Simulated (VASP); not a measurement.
Wanted: the native input for a VASP 6.6.1 run.

```
Task                   : electric field gradients
Functional             : r2SCAN
Potentials or basis    : VASP PAW PBE potentials, release 64 (C)
Cutoff                 : 520 eV
k mesh                 : 14 × 14 × 3
Occupations            : fermi-dirac, width 0.05 eV
Spin                   : no spin polarisation
Dipole correction      : no
Further INCAR settings : ALGO = Normal; EDIFF = 1e-08; NBANDS = 36
```

C:

```
CELL_PARAMETERS angstrom
2.52210 0.00000 0.00000
-1.26105 2.18420 0.00000
0.00000 0.00000 12.35570
ATOMIC_POSITIONS crystal
C 0.00000 0.00000 0.18683
C 0.00000 0.00000 0.68683
C 0.00000 0.00000 0.31317
C 0.00000 0.00000 0.81317
C 0.33333 0.66667 0.52072
C 0.66667 0.33333 0.02072
C 0.33333 0.66667 0.97928
C 0.66667 0.33333 0.47928
C 0.33333 0.66667 0.64510
C 0.66667 0.33333 0.14510
C 0.33333 0.66667 0.85490
C 0.66667 0.33333 0.35490
```

This is a hexagonal form of diamond, not graphite.

These files were run (other wordings do the same):

POSCAR

```
C
1.0
    2.5221000000      0.0000000000      0.0000000000
   -1.2610500000      2.1842026709      0.0000000000
    0.0000000000      0.0000000000     12.3557000000
C
12
Direct
    0.0000000000      0.0000000000      0.1868256752
    0.0000000000      0.0000000000      0.6868256752
    0.0000000000      0.0000000000      0.3131743248
    0.0000000000      0.0000000000      0.8131743248
    0.3333333333      0.6666666667      0.5207245484
    0.6666666667      0.3333333333      0.0207245484
    0.3333333333      0.6666666667      0.9792754516
    0.6666666667      0.3333333333      0.4792754516
    0.3333333333      0.6666666667      0.6451002459
    0.6666666667      0.3333333333      0.1451002459
    0.3333333333      0.6666666667      0.8548997541
    0.6666666667      0.3333333333      0.3548997541
```

INCAR.step1

```
SYSTEM = C
PREC = Accurate
ENCUT = 520
ISMEAR = -1
SIGMA = 0.05
LREAL = .FALSE.
LASPH = .TRUE.
NELM = 100
NBANDS = 36
GGA = PE
ALGO = Normal
EDIFF = 1E-4
LWAVE = .TRUE.
LCHARG = .FALSE.
```

INCAR.step2

```
SYSTEM = C
PREC = Accurate
ENCUT = 520
EDIFF = 1E-8
ISMEAR = -1
SIGMA = 0.05
LREAL = .FALSE.
LASPH = .TRUE.
NELM = 100
ALGO = Normal
ISIF = 2
LWAVE = .FALSE.
LCHARG = .FALSE.
METAGGA = R2SCAN
LMIXTAU = .TRUE.
LEFG = .TRUE.
NBANDS = 36
ISTART = 1
```

KPOINTS

```
regular mesh
0
G
  14 14 3
  0 0 0
```

Potentials or basis: VASP PAW PBE potentials, release 64 (C).

Command:

```sh
$ cat potpaw_PBE.64/C/POTCAR > POTCAR
$ cp INCAR.step1 INCAR
$ mpirun -np 1 vasp_std > vasp.out
$ cp INCAR.step2 INCAR
$ mpirun -np 1 vasp_std > vasp.out
```

Results of the run:

```yaml
Pressure: -1.0 GPa
Largest_force: 0.027 eV/Å
Band_gap_on_the_k_mesh: 4.59 eV, indirect (least direct gap 5.56 eV)
```

Caveat: the PAW data sets were made with another functional, which shifts forces and pressure a little; an odd mesh through Γ misses points on the zone boundary, where band edges often lie.

It took 10 min on 1 thread of Intel(R) Xeon(R) Platinum 8375C CPU @ 2.90GHz (Ice Lake) (shared host), peak memory 0.23 GiB.
